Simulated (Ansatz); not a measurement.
# CdSe: elastic constants

Aim: the elastic tensor from the stress of slightly strained cells, and the moduli that follow. Runs: cell and atoms relaxed (PAW); elastic constants (PAW); in-plane strain -0.02, out-of-plane length and atoms relaxed (PAW); in-plane strain -0.01, out-of-plane length and atoms relaxed (PAW); in-plane strain -0.005, out-of-plane length and atoms relaxed (PAW); in-plane strain +0.005, out-of-plane length and atoms relaxed (PAW); in-plane strain +0.01, out-of-plane length and atoms relaxed (PAW); in-plane strain +0.02, out-of-plane length and atoms relaxed (PAW).

The COD entry's cell or inner coordinates are ideal or old and differ from later refinements, so a difference from it is no clean test against experiment.

Computed with Ansatz 0.2.0 (DFT PBEsol, frozen-core PAW, scalar-relativistic unless said, unless a step's input says otherwise).

## Step 1: The structure to begin with

The structure is hexagonal, space group P6_3mc (No. 186). Conventional cell: a = 4.300 Å, b = 4.300 Å, c = 7.020 Å, α = 90.00°, β = 90.00°, γ = 120.00°. Cd (site symmetry 3m) is surrounded by 4 Se at 2.61 to 2.70 Å. Se (site symmetry 3m) has 4 Cd at 2.61 to 2.70 Å as nearest neighbours.

As a file:

```
Cd Se
1.0
     4.30000    0.00000    0.00000
    -2.15000    3.72391    0.00000
     0.00000    0.00000    7.02000
Cd Se
2 2
Cartesian
  0.0000 2.4826 0.0000
  2.1500 1.2413 3.5100
  0.0000 2.4826 2.7027
  2.1500 1.2413 6.2127
```

Cartesian axes are those of the input's lattice vectors. The structure goes back to a database entry.

## Step 2: Cell and atoms relaxed, PAW

File input.yaml:

```yaml
crystal:
  lattice:
    - [4.30000000001, 0.0, 0.0]
    - [-2.15000000001, 3.72390923628, 0.0]
    - [0.0, 0.0, 7.02]
  atoms:
    - { symbol: Cd, position: [0.333333333333, 0.666666666667, 0.0] }
    - { symbol: Cd, position: [0.666666666667, 0.333333333333, 0.5] }
    - { symbol: Se, position: [0.333333333333, 0.666666666667, 0.385] }
    - { symbol: Se, position: [0.666666666667, 0.333333333333, 0.885] }
kpoints:
  mp_grid: { grid: [8, 8, 4] }
scf:
  occupations: { method: fermi_dirac, width: 0.1 }
hamiltonian:
  xc: pbesol
  pseudopotentials: { kind: paw }
relax:
  f_tol: 0.002
  max_steps: 80
  cell: {}
output:
  forces: true
  stress: true
```

Command:

```console
$ ansatz run input.yaml --threads 1 --pin off --max-ram 3072MiB --backend cpu --events-out ev --progress --plain --runs-dir out
```

## Step 3: Elastic constants, PAW

File input.yaml:

```yaml
crystal:
  lattice:
    - [4.30110166299, 0.0, 0.0]
    - [-2.1505508315, 3.72486330441, 0.0]
    - [0.0, 0.0, 7.02224097909]
  atoms:
    - { symbol: Cd, position: [0.333333333333, 0.666666666667, 0.004699208728] }
    - { symbol: Cd, position: [0.666666666667, 0.333333333333, 0.504699208728] }
    - { symbol: Se, position: [0.333333333333, 0.666666666667, 0.380300791272] }
    - { symbol: Se, position: [0.666666666667, 0.333333333333, 0.880300791272] }
kpoints:
  mp_grid: { grid: [6, 6, 4] }
scf:
  occupations: { method: fixed }
hamiltonian:
  xc: pbesol
  pseudopotentials: { kind: paw }
elastic:
  mode: relaxed_ion
  stencil: two_point
  amplitude: 0.005
```

## Step 4: In-plane strain -0.02, out-of-plane length and atoms relaxed, PAW

input.yaml, as its differences from that of step 3:

```diff
@@ -2,5 +2,5 @@
   lattice:
-    - [4.30110166299, 0.0, 0.0]
-    - [-2.1505508315, 3.72486330441, 0.0]
-    - [0.0, 0.0, 7.02224097909]
+    - [4.21507962973, 0.0, 0.0]
+    - [-2.10753981487, 3.65036603832, 0.0]
+    - [0.0, 0.0, 7.10650787084]
   atoms:
@@ -17,5 +17,12 @@
   pseudopotentials: { kind: paw }
-elastic:
-  mode: relaxed_ion
-  stencil: two_point
-  amplitude: 0.005
+relax:
+  f_tol: 0.002
+  max_steps: 80
+  cell: { fix: [a, b, gamma] }
+output:
+  forces: true
+  stress: true
+  write_density: true
+  write_potential: true
+  elf: true
+  volumetric_format: npy
```

## Step 6: In-plane strain -0.01, out-of-plane length and atoms relaxed, PAW

input.yaml, as its differences from that of step 4:

```diff
@@ -2,5 +2,5 @@
   lattice:
-    - [4.21507962973, 0.0, 0.0]
-    - [-2.10753981487, 3.65036603832, 0.0]
-    - [0.0, 0.0, 7.10650787084]
+    - [4.25809064636, 0.0, 0.0]
+    - [-2.12904532318, 3.68761467136, 0.0]
+    - [0.0, 0.0, 7.06437442497]
   atoms:
@@ -24,5 +24 @@
   stress: true
-  write_density: true
-  write_potential: true
-  elf: true
-  volumetric_format: npy
```

## Step 7: In-plane strain -0.005, out-of-plane length and atoms relaxed, PAW

input.yaml, as its differences from that of step 6:

```diff
@@ -2,5 +2,5 @@
   lattice:
-    - [4.25809064636, 0.0, 0.0]
-    - [-2.12904532318, 3.68761467136, 0.0]
-    - [0.0, 0.0, 7.06437442497]
+    - [4.27959615467, 0.0, 0.0]
+    - [-2.13979807734, 3.70623898789, 0.0]
+    - [0.0, 0.0, 7.04330770203]
   atoms:
```

## Step 8: In-plane strain +0.005, out-of-plane length and atoms relaxed, PAW

input.yaml, as its differences from that of step 7:

```diff
@@ -2,5 +2,5 @@
   lattice:
-    - [4.27959615467, 0.0, 0.0]
-    - [-2.13979807734, 3.70623898789, 0.0]
-    - [0.0, 0.0, 7.04330770203]
+    - [4.3226071713, 0.0, 0.0]
+    - [-2.16130358565, 3.74348762093, 0.0]
+    - [0.0, 0.0, 7.00117425616]
   atoms:
```

## Step 9: In-plane strain +0.01, out-of-plane length and atoms relaxed, PAW

input.yaml, as its differences from that of step 8:

```diff
@@ -2,5 +2,5 @@
   lattice:
-    - [4.3226071713, 0.0, 0.0]
-    - [-2.16130358565, 3.74348762093, 0.0]
-    - [0.0, 0.0, 7.00117425616]
+    - [4.34411267962, 0.0, 0.0]
+    - [-2.17205633981, 3.76211193745, 0.0]
+    - [0.0, 0.0, 6.98010753322]
   atoms:
@@ -24 +24,5 @@
   stress: true
+  write_density: true
+  write_potential: true
+  elf: true
+  volumetric_format: npy
```

## Step 10: In-plane strain +0.02, out-of-plane length and atoms relaxed, PAW

input.yaml, as its differences from that of step 9:

```diff
@@ -2,5 +2,5 @@
   lattice:
-    - [4.34411267962, 0.0, 0.0]
-    - [-2.17205633981, 3.76211193745, 0.0]
-    - [0.0, 0.0, 6.98010753322]
+    - [4.38712369625, 0.0, 0.0]
+    - [-2.19356184813, 3.7993605705, 0.0]
+    - [0.0, 0.0, 6.93797408735]
   atoms:
@@ -24,5 +24 @@
   stress: true
-  write_density: true
-  write_potential: true
-  elf: true
-  volumetric_format: npy
```

(Steps that only read results are left out.)

**Question.** What will these runs give? Wanted: C11; C12; C13; C33; C44; bulk, shear and Young's modulus; Debye temperature from sound speeds; universal anisotropy index.

As calculated:

| quantity | value |
| --- | --- |
| C11 (PAW) | 73 GPa |
| C12 (PAW) | 44 GPa |
| C13 (PAW) | 38 GPa |
| C33 (PAW) | 82 GPa |
| C44 (PAW) | 13 GPa |
| bulk, shear and Young's modulus | 52, 15, 41 GPa |
| Debye temperature from sound speeds | 179 K |
| universal anisotropy index | 0.20 |

**Reading.** All eigenvalues are positive, so the crystal is mechanically stable; by PAW K = 52 and G = 15 GPa, K/G = 3.47, on the ductile side of Pugh's rough line at 1.75, which was drawn for metals. Young's modulus runs from 37 to 58 GPa with direction. Cautions: frozen-core PAW files fitted under PBE, their cores solved anew for the functional of the run; constants at zero field, no piezoelectric stiffening.
